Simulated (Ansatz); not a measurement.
Level of theory: Ansatz, DFT PBE, scalar-relativistic, plane waves, PAW. All cells share a 420 eV cutoff and Γ-centred k meshes spaced at most about 0.3 Å⁻¹ (about 0.25 or finer for metals, 2π included). No spin polarisation in the final relaxations.

These are static total energies at zero pressure.

Two relaxed structures of Ga3Se:

A.

```
CELL_PARAMETERS angstrom
4.40843 0.00000 0.00000
0.00000 4.40843 0.00000
0.00000 0.00000 4.40843
ATOMIC_POSITIONS crystal
Ga 0.00000 0.50000 0.50000
Ga 0.50000 0.00000 0.50000
Ga 0.50000 0.50000 0.00000
Se 0.00000 0.00000 0.00000
```

B.

```
CELL_PARAMETERS angstrom
1.86506 1.07679 6.93999
-1.86506 1.07679 6.93999
0.00000 -2.15358 6.93999
ATOMIC_POSITIONS crystal
Ga 0.75155 0.75155 0.75155
Ga 0.24845 0.24845 0.24845
Ga 0.00000 0.00000 0.00000
Se 0.50000 0.50000 0.50000
```

**Question.** Which form is favoured at zero pressure, and by what margin per atom?

**Answer.** B is lower, by 102 meV/atom. A has Ga and Se ordered on fcc sites, space group Pm-3m (No. 221), 21.4 Å³/atom and no gap on its mesh; B has space group R-3m (No. 166), 20.9 Å³/atom and no gap. Counting Ga atoms around Se (those within 1.25 times the shortest such distance or 1.15 times the sum of covalent radii, 1.27 where that leaves under three; the shortest distance is added where it exceeds 1.18 times the sum of covalent radii), A has Se 12 from 3.1 Å and B has Se 6. In A, Ga has 4 Se at 3.12 Å and 8 Ga at 3.12 Å; around Se lie 12 Ga at 3.12 Å. In B, Ga on a site of symmetry 3m has 3 Se at 2.75 Å and 3 Ga at 2.79 Å; Ga on a site of symmetry -3m has 6 Ga at 2.79 Å; Se has 6 Ga at 2.75 Å. Origin: A is a Materials Project cell, relaxed; B was invented.

In Pm-3m, R-3m an odd number of electrons in the primitive cell allows no gap without spin; a larger cell or a magnetic state could open one. A magnetic state wasn't ruled out in cells without spin, among them Pm-3m. Cells relaxed within their symmetry can be saddle points.

B is favoured by 102 meV/atom, probably because it suits Ga–Se bonding better. The ordered fcc arrangement of A ties Ga–Se and Ga–Ga contacts to one length, 3.12 Å, an arrangement suited to metals with weakly directional bonding. B gives up that close packing for fewer, shorter contacts, which should improve the overlap of Ga s and p with Se p orbitals. Even so, its Ga–Se distance of 2.75 Å is well beyond a normal two-centre bond, which suggests delocalised, electron-poor bonding. Selenium can take up only part of the gallium valence charge, and the remainder is available for Ga–Ga bonding, consistent with the absence of a gap in both forms.

B is also slightly denser, so modest compression should not reverse the order. The comparison doesn't show that Ga3Se is a stable compound: the relevant competitors are elemental gallium and layered GaSe, whose Ga–Ga pairs and short Ga–Se bonds accommodate reduced gallium far better.
